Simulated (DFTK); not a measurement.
# W in DFTK: the effect of target pressure

W:

```
W
1.0
    -1.58234    1.58234    1.58234
     1.58234   -1.58234    1.58234
     1.58234    1.58234   -1.58234
W
1
Direct
  0.00000 0.00000 0.00000
```

Alike in all runs:

| Property | Result |
| --- | --- |
| Program | DFTK 0.8.2 |
| Task | relaxation of cell and atoms |
| Functional | PBE |
| Potentials or basis | dojo.nc.sr.pbe.v0_4_1.standard.upf (PBE) |
| Cutoff | 1170 eV |
| k mesh | 8 × 8 × 8 |
| Occupations | fermi-dirac, width 0.05 eV |
| Spin | no spin polarisation |

Each run relaxes the cell or the atoms first.

| target pressure | relaxed volume (Å³/atom) |
| --- | --- |
| 0 GPa | 16.16 |
| 5 GPa | 15.90 |
| 10 GPa | 15.67 |
| 20 GPa | 15.25 |
| 30 GPa | ? |

**Question.** What does the run with target pressure 30 GPa give?

**Answer.** Relaxed volume 14.89 Å³/atom.

Worked out: In Murnaghan's law V^(-B') rises as a straight line in P. The other rows fit best with B' = 4.7, V0 = 16.16 Å³/atom and B0 = 301 GPa, which gives 14.89 Å³/atom at 30 GPa, against the run's 14.89.
